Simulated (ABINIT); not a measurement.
# Ru (P6_3/mmc) in ABINIT: further runs

Aim: see how the results for Ru move with the level of theory and the settings. Levels: r2SCAN, AM05, BLYP. Tasks: band structure.

All numbers are computed with ABINIT 10.8.3 (patched build); they aren't measurements. Logs are shortened: lines on timing, memory, paths and dates and some standing lists are left out, and cuts for length are marked. The log counts tension as positive stress, the text compression.

**1. The crystal as given**

Symmetry: P6_3/mmc, No. 194, hexagonal system. Conventional cell: a = 2.706 Å, b = 2.706 Å, c = 4.282 Å, α = 90.00°, β = 90.00°, γ = 120.00°. Around Ru (site symmetry -6m2) lie 12 Ru at 2.65 to 2.71 Å.

**2. Band structure, r2SCAN**

run.abi reads:

```
ndtset 2

pp_dirpath "./"
pseudos "Ru.hgh"

acell 5.113220948 5.1132209481 8.091618293
rprim
     1.0000000000     0.0000000000     0.0000000000
    -0.5000000000     0.8660254038     0.0000000000
     0.0000000000     0.0000000000     1.0000000000
ntypat 1
znucl 44
natom 2
typat 1 1
xred
     0.6666666667     0.3333333333     0.7500000000
     0.3333333333     0.6666666667     0.2500000000

ecut 23.0

ixc -497498
usekden 1

occopt 3
tsmear 0.05 eV

nstep 100

iomode 3
prtwf 0
prteig 0
prtebands 0
enunit 2
prtden1 1
prtkden1 1

kptopt1 1
ngkpt1 11 11 6
nshiftk1 1
shiftk1 0.0 0.0 0.0
nband1 12
tolvrs1 1.0e-9

iscf2 -2
getden2 1
getkden2 1
nband2 16
nbdbuf2 2
tolwfr2 1.0e-12
kptopt2 -7
ndivsm2 5
prteig2 1
kptbounds2
     0.0000000000     0.0000000000     0.0000000000
     0.5000000000     0.0000000000     0.0000000000
     0.3333333333     0.3333333333     0.0000000000
     0.0000000000     0.0000000000     0.0000000000
     0.0000000000     0.0000000000     0.5000000000
     0.5000000000     0.0000000000     0.5000000000
     0.3333333333     0.3333333333     0.5000000000
     0.0000000000     0.0000000000     0.5000000000
```

Potentials or basis: HGH LDA.

Launch:

```console
> abinit run.abi > log 2>&1
```

run.abo:

```text
.Version 10.8.3 of ABINIT
 DATASET    1 : space group P6_3/m m c (#194); Bravais hP (primitive hexag.)
================================================================================
 Values of the parameters that define the memory need for DATASET  1.
     intxc =       0    ionmov =       0      iscf =       7    lmnmax =       6
     lnmax =       6     mgfft =      36  mpssoang =       3    mqgrid =    3001
     natom =       2  nloc_mem =       1    nspden =       1   nspinor =       1
    nsppol =       1      nsym =      24    n1xccc =       0    ntypat =       1
    occopt =       3   xclevel =       2
       mpw =         994          nfft =       20736          nkpt =          64
================================================================================
================================================================================

 DATASET    2 : space group P6_3/m m c (#194); Bravais hP (primitive hexag.)
================================================================================
 Values of the parameters that define the memory need for DATASET  2.
     intxc =       0    ionmov =       0      iscf =      -2    lmnmax =       6
     lnmax =       6     mgfft =      36  mpssoang =       3    mqgrid =    3001
     natom =       2  nloc_mem =       1    nspden =       1   nspinor =       1
    nsppol =       1      nsym =      24    n1xccc =       0    ntypat =       1
    occopt =       3   xclevel =       2
       mpw =         994          nfft =       20736          nkpt =          56
================================================================================
================================================================================

--------------------------------------------------------------------------------
------------- Echo of variables that govern the present computation ------------
--------------------------------------------------------------------------------
 -outvars: echo values of preprocessed input variables --------
            acell      5.1132209480E+00  5.1132209481E+00  8.0916182930E+00 Bohr
              amu      1.01070000E+02
             ecut      2.30000000E+01 Hartree
           enunit           2
           getden1          0
           getden2          1
          getkden1          0
          getkden2          1
             iscf1          7
             iscf2         -2
                       outvar_i_n : Printing only first  50 k-points.
              ixc     -497498
           jdtset        1    2
                       outvar_i_n : Printing only first  50 k-points.
           kptopt1          1
           kptopt2         -7
         kptrlatt       11    0    0      0   11    0      0    0    6
          kptrlen1     4.85497098E+01
          kptrlen2     3.00000000E+01
            natom           2
            nband1         12
            nband2         16
           nbdbuf1          0
           nbdbuf2          2
           ndtset           2
           ndivsm1          0
           ndivsm2          5
            ngfft          24      24      36
             nkpt1         64
             nkpt2         56
            nstep         100
             nsym          24
           ntypat           1
                       prtocc : prtvol=0, do not print more k-points.
           occopt           3
        prtebands           0
           prteig1          0
           prteig2          1
          prtkden           1
            prtwf           0
            rprim      1.0000000000E+00  0.0000000000E+00  0.0000000000E+00
                      -5.0000000000E-01  8.6602540380E-01  0.0000000000E+00
                       0.0000000000E+00  0.0000000000E+00  1.0000000000E+00
           shiftk1     0.00000000E+00  0.00000000E+00  0.00000000E+00
           shiftk2     5.00000000E-01  5.00000000E-01  5.00000000E-01
[... 580 lines left out ...]
lattice_volume:   1.8321252E+02
convergence: {deltae:  0.000E+00, res2:  0.000E+00, residm:  9.988E-13, diffor:  0.000E+00, }
etotal    :  -3.23222188E+01
entropy   :   0.00000000E+00
fermie    :  -5.65963137E-03
cartesian_stress_tensor: null
pressure_GPa: null
xred      :
- [  6.6667E-01,   3.3333E-01,   7.5000E-01, Ru]
- [  3.3333E-01,   6.6667E-01,   2.5000E-01, Ru]
cartesian_forces: null
force_length_stats: {min: null, max: null, mean: null, }
...

 Integrated electronic density in atomic spheres:
 ------------------------------------------------
 Atom  Sphere_radius  Integrated_density
    1        2.00000          4.97954863
    2        2.00000          4.97954863
================================================================================

 ----iterations are completed or convergence reached----

 Mean square residual over all n,k,spin=   44.682E-14; max=  99.876E-14
 reduced coordinates (array xred) for    2 atoms
       0.666666666667      0.333333333333      0.750000000000
       0.333333333333      0.666666666667      0.250000000000

 cartesian coordinates (angstrom) at end:
    1      1.35289999907007     0.78109717868415     3.21142499780741
    2     -0.00000000001764     1.56219435736831     1.07047499926914
 length scales=  5.113220948000  5.113220948100  8.091618293000 bohr
              =  2.705799998158  2.705799998211  4.281899997077 angstroms
 Eigenvalues (hartree) for nkpt=  56  k points:
 kpt#   1, nband= 16, wtk=  1.00000, kpt=  0.0000  0.0000  0.0000 (reduced coord)
  -0.34307   -0.24955   -0.10425   -0.10425   -0.09402   -0.07796   -0.07796   -0.06071
  -0.06071    0.01729    0.04426    0.04426    0.39751    0.66272    0.79176    0.81334
 kpt#   2, nband= 16, wtk=  1.00000, kpt=  0.0556  0.0000  0.0000 (reduced coord)
  -0.33874   -0.24614   -0.11304   -0.10052   -0.08624   -0.07993   -0.07453   -0.06509
  -0.06348   -0.01421    0.04595    0.08203    0.39679    0.66986    0.79744    0.81544
 kpt#   3, nband= 16, wtk=  1.00000, kpt=  0.1111  0.0000  0.0000 (reduced coord)
  -0.32612   -0.23673   -0.12663   -0.08951   -0.08636   -0.08276   -0.07308   -0.07090
  -0.06443   -0.04271    0.05026    0.13405    0.39455    0.68407    0.78621    0.81027
 kpt#   4, nband= 16, wtk=  1.00000, kpt=  0.1667  0.0000  0.0000 (reduced coord)
  -0.30645   -0.22424   -0.13974   -0.11316   -0.09341   -0.08109   -0.07176   -0.05744
  -0.05694   -0.04826    0.05568    0.18894    0.39079    0.66219    0.75333    0.77294
 kpt#   5, nband= 16, wtk=  1.00000, kpt=  0.2222  0.0000  0.0000 (reduced coord)
  -0.28228   -0.21503   -0.14707   -0.14437   -0.09809   -0.09222   -0.06674   -0.04829
  -0.03706   -0.02708    0.06093    0.24505    0.38594    0.59310    0.69512    0.75286
 kpt#   6, nband= 16, wtk=  1.00000, kpt=  0.2778  0.0000  0.0000 (reduced coord)
  -0.25819   -0.21551   -0.17164   -0.14363   -0.10286   -0.09595   -0.07524   -0.02083
[... 136 lines left out ...]
 kpt#  52, nband= 16, wtk=  1.00000, kpt=  0.1212  0.1212  0.5000 (reduced coord)
  -0.22100   -0.22100   -0.15932   -0.15932   -0.11539   -0.11539   -0.07441   -0.07441
   0.01848    0.01848    0.05138    0.05138    0.65806    0.65806    0.71684    0.71684
 kpt#  53, nband= 16, wtk=  1.00000, kpt=  0.0909  0.0909  0.5000 (reduced coord)
  -0.23456   -0.23456   -0.15212   -0.15212   -0.10836   -0.10836   -0.08893   -0.08893
   0.01549    0.01549    0.03823    0.03823    0.65721    0.65721    0.73189    0.73189
 kpt#  54, nband= 16, wtk=  1.00000, kpt=  0.0606  0.0606  0.5000 (reduced coord)
  -0.24863   -0.24863   -0.13951   -0.13951   -0.10471   -0.10471   -0.10110   -0.10110
   0.01603    0.01603    0.02721    0.02721    0.65012    0.65012    0.72988    0.72988
 kpt#  55, nband= 16, wtk=  1.00000, kpt=  0.0303  0.0303  0.5000 (reduced coord)
  -0.25856   -0.25856   -0.12566   -0.12566   -0.10944   -0.10944   -0.10576   -0.10576
   0.01705    0.01705    0.01997    0.01997    0.64239    0.64239    0.72402    0.72402
 kpt#  56, nband= 16, wtk=  1.00000, kpt=  0.0000  0.0000  0.5000 (reduced coord)
  -0.26209   -0.26209   -0.11494   -0.11494   -0.11204   -0.11204   -0.11204   -0.11204
   0.01748    0.01748    0.01748    0.01748    0.63908    0.63908    0.72157    0.72157
 Eigenvalues (   eV  ) for nkpt=  56  k points:
 kpt#   1, nband= 16, wtk=  1.00000, kpt=  0.0000  0.0000  0.0000 (reduced coord)
  -9.33545   -6.79057   -2.83682   -2.83682   -2.55854   -2.12137   -2.12137   -1.65212
  -1.65212    0.47061    1.20450    1.20450   10.81678   18.03352   21.54498   22.13212
 kpt#   2, nband= 16, wtk=  1.00000, kpt=  0.0556  0.0000  0.0000 (reduced coord)
  -9.21754   -6.69784   -3.07600   -2.73533   -2.34662   -2.17500   -2.02801   -1.77124
  -1.72738   -0.38654    1.25039    2.23227   10.79722   18.22782   21.69937   22.18937
 kpt#   3, nband= 16, wtk=  1.00000, kpt=  0.1111  0.0000  0.0000 (reduced coord)
  -8.87409   -6.44167   -3.44570   -2.43556   -2.34986   -2.25198   -1.98852   -1.92938
  -1.75316   -1.16207    1.36771    3.64774   10.73629   18.61459   21.39385   22.04856
 kpt#   4, nband= 16, wtk=  1.00000, kpt=  0.1667  0.0000  0.0000 (reduced coord)
  -8.33903   -6.10187   -3.80251   -3.07930   -2.54194   -2.20669   -1.95255   -1.56311
  -1.54938   -1.31324    1.51507    5.14123   10.63381   18.01920   20.49902   21.03289
 kpt#   5, nband= 16, wtk=  1.00000, kpt=  0.2222  0.0000  0.0000 (reduced coord)
  -7.68134   -5.85124   -4.00197   -3.92845   -2.66915   -2.50940   -1.81611   -1.31401
  -1.00841   -0.73693    1.65812    6.66821   10.50206   16.13897   18.91521   20.48630
 kpt#   6, nband= 16, wtk=  1.00000, kpt=  0.2778  0.0000  0.0000 (reduced coord)
  -7.02578   -5.86428   -4.67054   -3.90829   -2.79894   -2.61087   -2.04726   -0.56669
[... 137 lines left out ...]
  -6.01369   -6.01369   -4.33535   -4.33535   -3.13984   -3.13984   -2.02486   -2.02486
   0.50278    0.50278    1.39824    1.39824   17.90683   17.90683   19.50614   19.50616
 kpt#  53, nband= 16, wtk=  1.00000, kpt=  0.0909  0.0909  0.5000 (reduced coord)
  -6.38270   -6.38270   -4.13932   -4.13932   -2.94860   -2.94860   -2.41978   -2.41978
   0.42155    0.42155    1.04035    1.04035   17.88347   17.88347   19.91573   19.91573
 kpt#  54, nband= 16, wtk=  1.00000, kpt=  0.0606  0.0606  0.5000 (reduced coord)
  -6.76561   -6.76561   -3.79622   -3.79622   -2.84927   -2.84927   -2.75116   -2.75116
   0.43620    0.43620    0.74051    0.74051   17.69075   17.69075   19.86103   19.86103
 kpt#  55, nband= 16, wtk=  1.00000, kpt=  0.0303  0.0303  0.5000 (reduced coord)
  -7.03574   -7.03574   -3.41938   -3.41938   -2.97800   -2.97800   -2.87776   -2.87776
   0.46403    0.46403    0.54334    0.54334   17.48035   17.48035   19.70150   19.70150
 kpt#  56, nband= 16, wtk=  1.00000, kpt=  0.0000  0.0000  0.5000 (reduced coord)
  -7.13185   -7.13185   -3.12765   -3.12765   -3.04884   -3.04884   -3.04884   -3.04884
   0.47557    0.47557    0.47557    0.47557   17.39026   17.39026   19.63505   19.63505

== END DATASET(S) ==============================================================
================================================================================

 -outvars: echo values of variables after computation  --------
            acell      5.1132209480E+00  5.1132209481E+00  8.0916182930E+00 Bohr
           etotal1    -3.2322218819E+01
            fcart1     1.0532090244E-28  1.8242115412E-28 -0.0000000000E+00
                      -1.0532090244E-28 -1.8242115412E-28 -0.0000000000E+00
            rprim      1.0000000000E+00  0.0000000000E+00  0.0000000000E+00
                      -5.0000000000E-01  8.6602540380E-01  0.0000000000E+00
                       0.0000000000E+00  0.0000000000E+00  1.0000000000E+00
           strten1     9.1318291296E-05  9.1318287128E-05  1.8424296415E-04
                       0.0000000000E+00  0.0000000000E+00  6.2698945295E-13
           xangst      1.3528999991E+00  7.8109717868E-01  3.2114249978E+00
                      -1.7639239780E-11  1.5621943574E+00  1.0704749993E+00
             xred      6.6666666667E-01  3.3333333333E-01  7.5000000000E-01
                       3.3333333333E-01  6.6666666667E-01  2.5000000000E-01
 Calculation completed.
```

Run time: 1.8 min. Hardware: 1 thread of Intel Xeon 6975P-C (Granite Rapids), shared host; peak memory 0.1 GiB.

What came out:

* Free energy: -879.5324 eV
* Pressure: -3.6 GPa
* Band gap on the k mesh: none (metal or under the smearing width)
* Valence electrons inside the program's atomic spheres: Ru 4.98 (radii [1.0584] Å)

Stress tensor (GPa, compression positive):
```
-2.69  0.00  0.00
 0.00 -2.69  0.00
 0.00  0.00 -5.42
```

Levels at the corners of the path, in eV from the Fermi level:
```tsv
point	band 5	band 6	band 7	band 8	band 9	band 10	band 11	band 12
Γ	-2.40	-1.97	-1.97	-1.50	-1.50	0.62	1.36	1.36
M	-2.37	-2.29	-1.57	1.70	2.13	2.17	4.32	6.28
K	-3.15	-3.15	-1.14	1.34	1.34	1.61	7.34	7.52
Γ	-2.40	-1.97	-1.97	-1.50	-1.50	0.62	1.36	1.36
A	-2.89	-2.89	-2.89	-2.89	0.63	0.63	0.63	0.63
L	-1.13	-1.13	0.29	0.29	1.99	1.99	3.34	3.34
H	-3.07	-3.07	-1.20	-1.20	1.57	1.57	8.59	8.59
A	-2.89	-2.89	-2.89	-2.89	0.63	0.63	0.63	0.63
```

Caveat: the potentials were made for another functional, which shifts forces and pressure; HGH potentials are hard and often keep d shells in the core, so these values are rough.

[end of part 1 of 2]
